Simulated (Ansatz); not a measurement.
# Al: rattling a relaxed structure

The cell was found from a structure generator's guess, not taken from experiment.

Theory: Ansatz 0.2.0, DFT PBE, scalar-relativistic, plane waves, PAW. Settings: cutoff 420 eV, Γ-centred mesh 24×24×24 on the computed 1-atom cell, Gaussian smearing of 0.10 eV; no spin polarisation.

The cell below (1 atom, space group I4/mmm (No. 139)) is relaxed within its symmetry.

```yaml
crystal:
  lattice:
    - [0.00000, 2.45638, 2.45662]
    - [1.40947, 0.00000, 2.45662]
    - [1.40947, 2.45638, 0.00000]
  atoms:
    - { symbol: Al, position: [0.00000, 0.00000, 0.00000] }
```

For the test a repeat of it with 8 atoms (edges 5.64, 5.66, 5.66 Å) was strained at random (σ = 1.5 % a component), the atoms were moved at random (σ = 0.10 Å), and all was relaxed again on a coarse 6×6×6 mesh (in the run’s order of axes) with 0.20 eV smearing, with no symmetry imposed.

Problem. What happens?

Solution. It doesn't return. The energy falls by 38 meV/atom on that mesh, the volume changes by -2.4 %, and the end has space group Cmcm (No. 63) at a loose tolerance. Relaxed again on a 22×22×12 mesh with 0.10 eV smearing, the new structure lies 41 meV/atom below the first (mesh in the axes of the run's cell; the cell below is made exact in the group named). Space group P6_3/mmc (No. 194), hexagonal, a = 2.851 Å, c = 4.729 Å. Al has 12 Al at 2.85–2.88 Å.

```cif
data_structure
_symmetry_space_group_name_H-M 'P6_3/mmc'
_symmetry_Int_Tables_number 194
_cell_length_a 2.8510
_cell_length_b 2.8510
_cell_length_c 4.7294
_cell_angle_alpha 90.000
_cell_angle_beta 90.000
_cell_angle_gamma 120.000
_cell_volume 33.29
loop_
_atom_site_label
_atom_site_type_symbol
_atom_site_symmetry_multiplicity
_atom_site_Wyckoff_symbol
_atom_site_fract_x
_atom_site_fract_y
_atom_site_fract_z
_atom_site_occupancy
Al1 Al 2 c 0.66667 0.33333 0.75000 1
```
